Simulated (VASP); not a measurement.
Si2Mo:

```
Mo Si
1.0
    -1.60000    1.60000    3.93050
     1.60000   -1.60000    3.93050
     1.60000    1.60000   -3.93050
Mo Si
1 2
Cartesian
  0.0000 0.0000 0.0000
  0.0000 0.0000 5.2433
  0.0000 0.0000 2.6177
```

```yaml
Program: VASP 6.6.1
Task: single point
Functional: PBEsol
Potentials_or_basis: VASP PAW PBE potentials, release 64 (Mo_sv, Si)
Cutoff: 520 eV
k_mesh: 12 × 12 × 12
Occupations: fermi-dirac, width 0.05 eV
Spin: no spin polarisation
```

On this cell: pressure -2.4 GPa; largest force 0.322 eV/Å; band gap on the k mesh none (metal or under the smearing width).

The same run follows on a disturbed copy (atoms moved at random, drawn with an rms of 0.05 Å):

```
CELL_PARAMETERS angstrom
-1.60000 1.60000 3.93050
1.60000 -1.60000 3.93050
1.60000 1.60000 -3.93050
ATOMIC_POSITIONS crystal
Mo 0.01766 0.00186 0.00664
Si 0.67784 0.69432 0.02500
Si 0.33200 0.34581 0.01150
```

Q: What does the disturbed cell give?

A: The energy (extrapolated to zero smearing) moves by +19.9 meV/atom; pressure -2.1 GPa; largest force 0.954 eV/Å; band gap on the k mesh none (metal or under the smearing width).

Forces on the atoms (eV/Å):
```
Mo   0.609 -0.271 -0.343
Si  -0.483  0.044 -0.575
Si  -0.127  0.227  0.918
```

Stress tensor (GPa, compression positive):
```
-1.76 -0.30 -0.24
-0.30 -1.57  0.07
-0.24  0.07 -3.00
```

Caveats: the PAW data sets were made with another functional, which shifts forces and pressure a little.
